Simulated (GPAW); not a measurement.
Set up this calculation in GPAW 26.7.0, as an ASE script.

| Quantity | Value |
| --- | --- |
| Task | equation of state |
| Functional | BLYP |
| Dispersion | D3(BJ) |
| Potentials or basis | PAW data sets generated in the run's folder for this functional |
| Cutoff | 600 eV |
| Basis | pw |
| k mesh | 9 × 9 × 9 |
| Occupations | fermi-dirac, width 0.05 eV |
| Spin | no spin polarisation |
| Eigensolver | davidson |
| Maxiter | 150 |
| Eos scales | [0.94, 0.96, 0.98, 1.0, 1.02, 1.04, 1.06] |

The structure of Mo lies in Mo.cif:

```cif
data_Mo
_cell_length_a 2.74323761
_cell_length_b 2.74323761
_cell_length_c 2.74323761
_cell_angle_alpha 109.47122063
_cell_angle_beta 109.47122063
_cell_angle_gamma 109.47122063
_space_group_name_H-M_alt 'P1'
_space_group_name_Hall 'P 1'
_space_group_IT_number 1
loop_
_space_group_symop_operation_xyz
'x,y,z'
loop_
_atom_site_label
_atom_site_type_symbol
_atom_site_symmetry_multiplicity
_atom_site_Wyckoff_symbol
_atom_site_fract_x
_atom_site_fract_y
_atom_site_fract_z
_atom_site_occupancy
Mo1 Mo 1 a 0.0000000000 0.0000000000 0.0000000000 1
```

The input as run:

run.py

```python
from ase.calculators.mixing import SumCalculator
from ase.eos import EquationOfState
from ase.io import Trajectory, read
from ase.units import GPa
from dftd3.ase import DFTD3
from gpaw import GPAW, PW, setup_paths

setup_paths.insert(0, '.')

atoms = read('Mo.cif')

traj = Trajectory('eos.traj', 'w')
volumes, energies = [], []
for x in [0.94, 0.96, 0.98, 1.0, 1.02, 1.04, 1.06]:
    a = atoms.copy()
    a.set_cell(atoms.cell * x**(1 / 3), scale_atoms=True)
    calc = GPAW(mode=PW(600),
                xc='BLYP',
                kpts={'size': (9, 9, 9), 'gamma': True},
                occupations={'name': 'fermi-dirac', 'width': 0.05},
                nbands=16,
                convergence={'density': 1e-05, 'energy': 1e-05},
                eigensolver='davidson',
                maxiter=150,
                txt=f'eos-{x:.2f}.txt')
    a.calc = SumCalculator([calc, DFTD3(method='blyp', damping='d3bj')])
    energies.append(a.get_potential_energy())
    volumes.append(a.get_volume())
    p = -a.get_stress()[:3].mean() / GPa
    calc.write(f'eos-{x:.2f}.gpw')
    traj.write(a)
    print(f'{x:.2f} {volumes[-1]:10.4f} A^3 {energies[-1]:14.6f} eV {p:9.3f} GPa', flush=True)

v0, e0, B = EquationOfState(volumes, energies, eos='birchmurnaghan').fit()
print(f'V0 = {v0:.4f} A^3, E0 = {e0:.6f} eV, B0 = {B / GPa:.2f} GPa')
```

Potentials or basis: PAW data sets generated in the run's folder for this functional, pw.

Command:

```sh
$ gpaw-setup -f BLYP Mo
$ OMP_NUM_THREADS=1 python run.py
```

It gave:

```json
{
 "Equilibrium volume": "15.23 Å³/atom",
 "Bulk modulus": "275 GPa",
 "Pressure derivative of the bulk modulus": "4.4"
}
```

Run time: 15 s on 1 thread of AMD EPYC 9R45 96-Core Processor (Zen 5), with other jobs on the host, peak memory 0.18 GiB.
